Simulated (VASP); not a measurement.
# CaSe (Fm-3m) in VASP: notebook, part 3 of 3

VASP 6.6.1. Earlier steps stand in the parts before.

## (5) Band structure, r2SCAN

File INCAR:

```
  PREC = Accurate
  ENCUT = 520
  EDIFF = 1E-6
  ISMEAR = 0
  SIGMA = 0.02
  LREAL = False
  LASPH = True
  NELM = 60
  ALGO = Normal
  ISIF = 2
  LWAVE = False
  LCHARG = False
  METAGGA = R2SCAN
  LMIXTAU = True
  NBANDS = 15
  KPAR = 4
```

File KPOINTS:

```
regular mesh
0
Gamma
  8 8 8
```

File POSCAR:

```
CaSe                                    
1.0
    0.0000000000      2.9826752436      2.9826752436
    2.9826752436      0.0000000000      2.9826752436
    2.9826752436      2.9826752436      0.0000000000
  Ca              Se            
     1     1
Direct
     0.0000000000000000    0.0000000000000000    0.0000000000000000
     0.5000000000000000    0.5000000000000000    0.5000000000000000
```

File KPOINTS_OPT:

```
path GXWKGLUWLK,UX
10
line-mode
reciprocal
 0.0000000000  0.0000000000  0.0000000000  G
 0.5000000000  0.0000000000  0.5000000000  X

 0.5000000000  0.0000000000  0.5000000000  X
 0.5000000000  0.2500000000  0.7500000000  W

 0.5000000000  0.2500000000  0.7500000000  W
 0.3750000000  0.3750000000  0.7500000000  K

 0.3750000000  0.3750000000  0.7500000000  K
 0.0000000000  0.0000000000  0.0000000000  G

 0.0000000000  0.0000000000  0.0000000000  G
 0.5000000000  0.5000000000  0.5000000000  L

 0.5000000000  0.5000000000  0.5000000000  L
 0.6250000000  0.2500000000  0.6250000000  U

 0.6250000000  0.2500000000  0.6250000000  U
 0.5000000000  0.2500000000  0.7500000000  W

 0.5000000000  0.2500000000  0.7500000000  W
 0.5000000000  0.5000000000  0.5000000000  L

 0.5000000000  0.5000000000  0.5000000000  L
 0.3750000000  0.3750000000  0.7500000000  K

 0.6250000000  0.2500000000  0.6250000000  U
 0.5000000000  0.0000000000  0.5000000000  X
```

The run is started by

```
> cat potpaw_PBE.64/Ca_sv/POTCAR potpaw_PBE.64/Se/POTCAR > POTCAR
> mpirun -np 4 vasp_std > vasp.out
```

Run time: 30 s. Hardware: 4 MPI ranks of Intel Xeon Platinum 8559C (Emerald Rapids), shared host; peak memory 0.2 GiB.

It converged, with:

* Free energy: -25.9785 eV
* Pressure: -0.6 GPa
* Band gap on the k mesh: 2.55 eV, indirect (least direct gap 3.48 eV)
* Band gap along the path: 2.55 eV, indirect (least direct gap 3.48 eV)

Levels at the corners of the path, in eV from the valence-band top:
```
point  band 4  band 5  band 6  band 7  band 8  band 9  band 10  band 11  band 12  band 13
    Γ  -21.48  -12.11    0.00    0.00    0.00    3.99     4.23     4.23     4.23     4.81
    X  -21.51  -11.53   -2.48   -0.92   -0.92    2.55     5.57     5.69     6.57     6.57
    X  -21.51  -11.53   -2.48   -0.92   -0.92    2.55     5.57     5.69     6.57     6.57
    W  -21.52  -11.45   -1.93   -1.93   -1.61    4.92     4.92     5.82     6.28     6.58
    W  -21.52  -11.45   -1.93   -1.93   -1.61    4.92     4.92     5.82     6.28     6.58
    K  -21.51  -11.46   -2.21   -1.98   -1.08    3.80     6.24     6.25     6.26     6.46
    K  -21.51  -11.46   -2.21   -1.98   -1.08    3.80     6.24     6.25     6.26     6.46
    Γ  -21.48  -12.11    0.00    0.00    0.00    3.99     4.23     4.23     4.23     4.81
    Γ  -21.48  -12.11    0.00    0.00    0.00    3.99     4.23     4.23     4.23     4.81
    L  -21.49  -11.43   -3.18   -1.14   -1.14    5.07     6.02     6.05     6.05     8.01
    L  -21.49  -11.43   -3.18   -1.14   -1.14    5.07     6.02     6.05     6.05     8.01
    U  -21.51  -11.46   -2.21   -1.98   -1.08    3.80     6.24     6.25     6.26     6.46
    U  -21.51  -11.46   -2.21   -1.98   -1.08    3.80     6.24     6.25     6.26     6.46
    W  -21.52  -11.45   -1.93   -1.93   -1.61    4.92     4.92     5.82     6.28     6.58
    W  -21.52  -11.45   -1.93   -1.93   -1.61    4.92     4.92     5.82     6.28     6.58
    L  -21.49  -11.43   -3.18   -1.14   -1.14    5.07     6.02     6.05     6.05     8.01
    L  -21.49  -11.43   -3.18   -1.14   -1.14    5.07     6.02     6.05     6.05     8.01
    K  -21.51  -11.46   -2.21   -1.98   -1.08    3.80     6.24     6.25     6.26     6.46
    U  -21.51  -11.46   -2.21   -1.98   -1.08    3.80     6.24     6.25     6.26     6.46
    X  -21.51  -11.53   -2.48   -0.92   -0.92    2.55     5.57     5.69     6.57     6.57
```

Caveat: the PAW data sets were made with another functional, which shifts forces and pressure a little.

## (6) Band structure, PBE0

POSCAR is that of step 5.

File INCAR.step1:

```
  PREC = Accurate
  ENCUT = 520
  EDIFF = 1E-5
  ISMEAR = 0
  SIGMA = 0.02
  LREAL = False
  LASPH = True
  NELM = 60
  ALGO = Normal
  ISIF = 2
  LWAVE = True
  LCHARG = False
  NBANDS = 15
  GGA = PE
  KPAR = 4
```

File INCAR.step2:

```
  PREC = Accurate
  ENCUT = 520
  EDIFF = 1E-6
  ISMEAR = 0
  SIGMA = 0.02
  LREAL = False
  LASPH = True
  NELM = 60
  ALGO = Normal
  ISIF = 2
  LWAVE = False
  LCHARG = False
  GGA = PE
  LHFCALC = True
  AEXX = 0.25
  PRECFOCK = Fast
  NBANDS = 15
  ISTART = 1
  HFRCUT = -1
  KPAR = 4
```

File KPOINTS:

```
regular mesh
0
Gamma
  6 6 6
```

KPOINTS_OPT, as its differences from that of step 5:

```diff
@@ -1,3 +1,3 @@
 path GXWKGLUWLK,UX
-10
+8
 line-mode
```

Potentials or basis: VASP PAW PBE potentials, release 64 (Ca_sv, Se).

The run is started by

```
> cat potpaw_PBE.64/Ca_sv/POTCAR potpaw_PBE.64/Se/POTCAR > POTCAR
> cp INCAR.step1 INCAR
> mpirun -np 4 vasp_std > vasp.out
> cp INCAR.step2 INCAR
> mpirun -np 4 vasp_std > vasp.out
```

Wall time 13 min (4 MPI ranks of Intel Xeon Platinum 8559C (Emerald Rapids), shared host); peak memory 0.27 GiB.

The run converged. Its results:

| Property | Result |
| --- | --- |
| Free energy | -11.2234 eV |
| Pressure | -0.5 GPa |
| Band gap on the k mesh | 3.73 eV, indirect (least direct gap 4.76 eV) |
| Band gap along the path | 3.73 eV, indirect (least direct gap 4.76 eV) |

Levels at the corners of the path, in eV from the valence-band top:
```
point  band 4  band 5  band 6  band 7  band 8  band 9  band 10  band 11  band 12  band 13
    Γ  -22.49  -12.89    0.00    0.00    0.00    4.80     5.65     5.65     5.65     6.27
    X  -22.52  -12.25   -2.79   -1.04   -1.04    3.73     6.60     7.17     8.27     8.39
    X  -22.52  -12.25   -2.79   -1.04   -1.04    3.73     6.60     7.17     8.27     8.39
    W  -22.53  -12.15   -2.17   -2.17   -1.79    6.35     6.35     7.12     7.95     8.40
    W  -22.53  -12.15   -2.17   -2.17   -1.79    6.35     6.35     7.12     7.95     8.40
    K  -22.51  -12.17   -2.48   -2.21   -1.19    5.06     7.63     7.93     8.01     8.09
    K  -22.51  -12.17   -2.48   -2.21   -1.19    5.06     7.63     7.93     8.01     8.09
    Γ  -22.49  -12.89    0.00    0.00    0.00    4.80     5.65     5.65     5.65     6.27
    Γ  -22.49  -12.89    0.00    0.00    0.00    4.80     5.65     5.65     5.65     6.27
    L  -22.50  -12.14   -3.56   -1.23   -1.23    6.02     7.65     7.78     7.78     9.74
    L  -22.50  -12.14   -3.56   -1.23   -1.23    6.02     7.65     7.78     7.78     9.74
    U  -22.51  -12.17   -2.48   -2.21   -1.19    5.06     7.63     7.93     8.01     8.09
    U  -22.51  -12.17   -2.48   -2.21   -1.19    5.06     7.63     7.93     8.01     8.09
    W  -22.53  -12.15   -2.17   -2.17   -1.79    6.35     6.35     7.12     7.95     8.40
    W  -22.53  -12.15   -2.17   -2.17   -1.79    6.35     6.35     7.12     7.95     8.40
    L  -22.50  -12.14   -3.56   -1.23   -1.23    6.02     7.65     7.78     7.78     9.74
    L  -22.50  -12.14   -3.56   -1.23   -1.23    6.02     7.65     7.78     7.78     9.74
    K  -22.51  -12.17   -2.48   -2.21   -1.19    5.06     7.63     7.93     8.01     8.09
    U  -22.51  -12.17   -2.48   -2.21   -1.19    5.06     7.63     7.93     8.01     8.09
    X  -22.52  -12.25   -2.79   -1.04   -1.04    3.73     6.60     7.17     8.27     8.39
```

Caveat: the PAW data sets were made with another functional, which shifts forces and pressure a little.

## (7) G0W0 quasiparticle levels, PBE

POSCAR is that of step 6.

File INCAR.step1:

```
SYSTEM = CaSe
ALGO     = Normal         ! electronic algorithm
EDIFF    = 1E-8           ! SCF threshold, eV
ENCUT    = 400            ! plane-wave cutoff, eV
GGA      = PE             ! functional
ISMEAR   = 0              ! smearing method
KPAR     = 4            
LASPH    = .True.         ! aspherical terms in the spheres
LCHARG   = .False.        ! write CHGCAR
LREAL    = .False.        ! projectors in reciprocal space
LWAVE    = .True.         ! write WAVECAR
NELM     = 60             ! most SCF steps
PREC     = Accurate       ! precision mode
SIGMA    = 0.01           ! smearing width, eV
```

File INCAR.step2:

```
SYSTEM = CaSe
ALGO     = Exact          ! electronic algorithm
EDIFF    = 1E-8           ! SCF threshold, eV
ENCUT    = 400            ! plane-wave cutoff, eV
GGA      = PE             ! functional
ISMEAR   = 0              ! smearing method
ISTART   = 1            
KPAR     = 4            
LASPH    = .True.         ! aspherical terms in the spheres
LCHARG   = .False.        ! write CHGCAR
LOPTICS  = .True.         ! frequency-dependent dielectric function
LREAL    = .False.        ! projectors in reciprocal space
LWAVE    = .True.         ! write WAVECAR
NBANDS   = 221            ! bands
NELM     = 1              ! most SCF steps
PREC     = Accurate       ! precision mode
SIGMA    = 0.01           ! smearing width, eV
```

File INCAR.step3:

```
SYSTEM = CaSe
ALGO     = EVGW0          ! electronic algorithm
EDIFF    = 1E-8           ! SCF threshold, eV
ENCUT    = 400            ! plane-wave cutoff, eV
ENCUTGW  = 150            ! cutoff of the response function
GGA      = PE             ! functional
ISMEAR   = 0              ! smearing method
ISTART   = 1            
KPAR     = 4            
LASPH    = .True.         ! aspherical terms in the spheres
LCHARG   = .False.        ! write CHGCAR
LREAL    = .False.        ! projectors in reciprocal space
LWAVE    = .False.        ! write WAVECAR
NBANDS   = 221            ! bands
NBANDSGW = 16           
NELMGW   = 1            
NOMEGA   = 60             ! frequency points
PREC     = Accurate       ! precision mode
PRECFOCK = Fast         
SIGMA    = 0.01           ! smearing width, eV
```

File KPOINTS:

```
k-points
0
Gamma
  4 4 4
  0 0 0
```

Potentials or basis: VASP PAW PBE potentials, release 64 (Ca_sv_GW, Se_GW).

The run is started by

```
> cat potpaw_PBE.64/Ca_sv_GW/POTCAR potpaw_PBE.64/Se_GW/POTCAR > POTCAR
> cp INCAR.step1 INCAR
> mpirun -np 4 vasp_std > vasp.out
> cp INCAR.step2 INCAR
> mpirun -np 4 vasp_std > vasp.out
> cp INCAR.step3 INCAR
> mpirun -np 4 vasp_std > vasp.out
```

OUTCAR:

```text
SYSTEM = CaSe
   EDIFF = 1E-8
   ENCUT = 400
   ENCUTGW = 150
   GGA = PE
   ISMEAR = 0
   ISTART = 1
   LASPH = .True.
   LREAL = .False.
   NELMGW = 1
   PREC = Accurate
   PRECFOCK = Fast

 ion  position               nearest neighbor table
   1  0.000  0.000  0.000-   2 2.98   2 2.98   2 2.98   2 2.98   2 2.98   2 2.98
   2  0.500  0.500  0.500-   1 2.98   1 2.98   1 2.98   1 2.98   1 2.98   1 2.98

  LATTYP: Found a face centered cubic cell.
 ALAT       =     5.9653504872

  Lattice vectors:

[... 155 lines left out ...]
   ENCUTLF             =  -1.0    cutoff for local field effects
   NELMGW              =     1    number of iterations in solving QP/BSE equation
   NELMHF              =     1    number of iterations in the inner HF iteration
   NKREDLFX            =     1    NKREDLFY  =   1   NKREDLFZ  =   1
 non-spin polarized calculation
 Gauss-broadening in eV      SIGMA  =   0.01
  energy-cutoff  :      400.00
  volume of cell :       53.07
 maximum number of plane-waves:       982
  NGX = 16; NGY = 16; NGZ = 16
   NGX = 13   NGY = 13   NGZ = 13
 maximum number of plane-waves:       229

 QP shifts <psi_nk| G(iteration)W_0 |psi_nk>: iteration 1
 for sc-GW calculations column KS-energies equals QP-energies in previous step
 and V_xc(KS)=  KS-energies - (<T + V_ion + V_H > + <T+V_H+V_ion>^1  + <V_x>^1)

 k-point   1 :       0.0000    0.0000    0.0000
  band No.  KS-energies  QP-energies   sigma(KS)   V_xc(KS)     V^pw_x(r,r')   Z            occupation Imag(sigma)

      1     -36.3873     -37.5071     -22.6667     -20.7289     -34.4346       0.5779       2.0000       0.9537
      2     -17.3663     -19.1911     -22.5403     -19.9429     -27.8575       0.7026       2.0000       0.3487
      3     -17.3663     -19.1911     -22.5403     -19.9429     -27.8575       0.7026       2.0000       0.3487
      4     -17.3663     -19.1911     -22.5403     -19.9429     -27.8575       0.7026       2.0000       0.3487
      5      -8.2322      -9.1428     -13.7752     -12.4447     -19.7894       0.6845       2.0000       1.3172
      6       3.4738       2.4886     -13.3395     -12.0561     -14.7218       0.7677       2.0000       0.1270
[... 135 lines left out ...]
      2     -17.4179     -19.2188     -22.4608     -19.8441     -27.7962       0.6882       2.0000       0.3664
      3     -17.4179     -19.2188     -22.4608     -19.8441     -27.7962       0.6882       2.0000       0.3664
      4     -17.4014     -19.1829     -22.4550     -19.8710     -27.8065       0.6894       2.0000       0.3729
      5      -7.6020      -8.4491     -14.2347     -13.0045     -19.9877       0.6886       2.0000       1.1623
      6       1.5448       0.4471     -12.3056     -10.8394     -14.2232       0.7486       2.0000       0.1799
[... 8 lines left out ...]
     15      12.2915      12.6471      -8.8940      -9.3585      -4.1222       0.7656       0.0000      -0.3351
     16      12.8557      13.8880     -10.6207     -12.0200      -5.2849       0.7377       0.0000      -0.4822
```

Wall time 37 s (4 MPI ranks of Intel Xeon Platinum 8559C (Emerald Rapids), shared host); peak memory 0.46 GiB.

What came out:

```
Band gap on the k mesh, mean-field level : 2.08 eV, indirect (least direct gap 2.99 eV)
Quasiparticle gap                        : 3.78 eV
Least direct quasiparticle gap           : 4.53 eV
```

Caveat: the k mesh is coarse (spacing up to 0.46 Å⁻¹), so the values aren't converged; bands, screening cutoff and mesh are small and nothing is extrapolated, so the quasiparticle values aren't converged.

## (8) Overview

```csv
task,level,potentials or basis,spin,k mesh,cutoff (eV),smearing,grid for exact exchange (PRECFOCK),screening parameter,exchange at q = 0,GW scheme,cutoff of the response function,mesh quality,gap on the mesh (eV),pressure (GPa)
band structure,PBE,"VASP PAW PBE potentials, release 64 (Ca_sv, Se)",off,8 × 8 × 8,520,gaussian 0.02 eV,-,-,-,-,-,not flagged,2.08,0.0
band structure,PBE,"VASP PAW PBE potentials, release 64 (Ca_sv, Se)","non-collinear, zero start, SOC",8 × 8 × 8,520,gaussian 0.02 eV,-,-,-,-,-,not flagged,-,0.0
band structure,HSE06,"VASP PAW PBE potentials, release 64 (Ca_sv, Se)",off,6 × 6 × 6,520,gaussian 0.02 eV,Fast,0.2 1/A,-,-,-,not flagged,3.07,-0.5
band structure,r2SCAN,"VASP PAW PBE potentials, release 64 (Ca_sv, Se)",off,8 × 8 × 8,520,gaussian 0.02 eV,-,-,-,-,-,not flagged,2.55,-0.6
band structure,PBE0,"VASP PAW PBE potentials, release 64 (Ca_sv, Se)",off,6 × 6 × 6,520,gaussian 0.02 eV,Fast,-,truncated,-,-,not flagged,3.73,-0.5
G0W0 quasiparticle levels,PBE,"VASP PAW PBE potentials, release 64 (Ca_sv_GW, Se_GW)",off,4 × 4 × 4,400,gaussian 0.01 eV,-,-,-,G0W0,150,coarse,-,-
```

Alike in all rows: cell as given.

Caveats: some runs use coarse meshes; the PAW data sets were made with another functional, which shifts forces and pressure a little (some runs); bands, screening cutoff and mesh are small and nothing is extrapolated, so the quasiparticle values aren't converged (some runs).

Absolute energies hang on the potentials; compare differences alone.

## (9) Against experiment

Step 2. A measured gap of CaSe is 3.85 eV (indirect; 2 K; a printed reference work, monograph, original work of 1988); the calculated 2.08 eV misses it by -1.77 eV. Spin-orbit coupling on Se is left out. The value is that of PBE, without temperature or zero-point motion. Semilocal functionals fall short of measured gaps as a rule. The cell is a database's relaxed one, not the measured one, which moves gaps too.

Step 4. Against the measured gap of CaSe, 3.85 eV (indirect; 2 K; a printed reference work, monograph, original work of 1988), the calculated 3.07 eV is off by -0.78 eV. Spin-orbit coupling on Se is left out. The value is that of HSE06, without temperature or zero-point motion. The cell is a database's relaxed one, not the measured one, which moves gaps too.

Step 5. Measured gap of CaSe: 3.85 eV (indirect; 2 K; a printed reference work, monograph, original work of 1988). This calculation gives 2.55 eV (-1.30 eV). Spin-orbit coupling on Se is left out. The value is that of r2SCAN, without temperature or zero-point motion. The cell is a database's relaxed one, not the measured one, which moves gaps too.

Step 6. A measured gap of CaSe is 3.85 eV (indirect; 2 K; a printed reference work, monograph, original work of 1988); the calculated 3.73 eV misses it by -0.12 eV. Spin-orbit coupling on Se is left out. The value is that of PBE0, without temperature or zero-point motion. The cell is a database's relaxed one, not the measured one, which moves gaps too.
